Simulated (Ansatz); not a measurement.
**Cu in Ansatz: the effect of functional**

Cu:

```xyz
2
Lattice="1.2345 -4.0287 0.0000 1.2345 4.0287 0.0000 0.0000 0.0000 2.5081" Properties=species:S:1:pos:R:3 pbc="T T T"
Cu    1.2345   -2.9501    1.8811
Cu    1.2345    2.9501    0.6270
```

This isn't the form of Cu at room conditions, which is fcc.

The cell isn't the ideal one: volume scaled by 1.04.

Alike in all runs:

| Property | Result |
| --- | --- |
| Program | Ansatz 0.2.0 |
| Task | single point |
| Potentials or basis | Ansatz PAW |
| k mesh | 11 × 11 × 11 |
| Occupations | fermi-dirac, width 0.05 eV |
| Spin | no spin polarisation |

Problem. One run gave: pressure -5.0 GPa; largest force 0.04 eV/Å. Which functional did it use?
A. r2SCAN
B. PBEsol
C. LDA

Solution. A.

```tsv
functional	cutoff	pressure (GPa)	largest force (eV/Å)
LDA	420 eV (not typed: the program's choice for these potentials)	-12.3	0.09
PBEsol	420 eV (not typed: the program's choice for these potentials)	-6.7	0.05
r2SCAN	500 eV (not typed: the program's choice for these potentials)	-5.0	0.04
```

Caveats: the PAW data sets come from PBE, with cores solved anew for the run's functional, which leaves a small shift of forces and pressure.
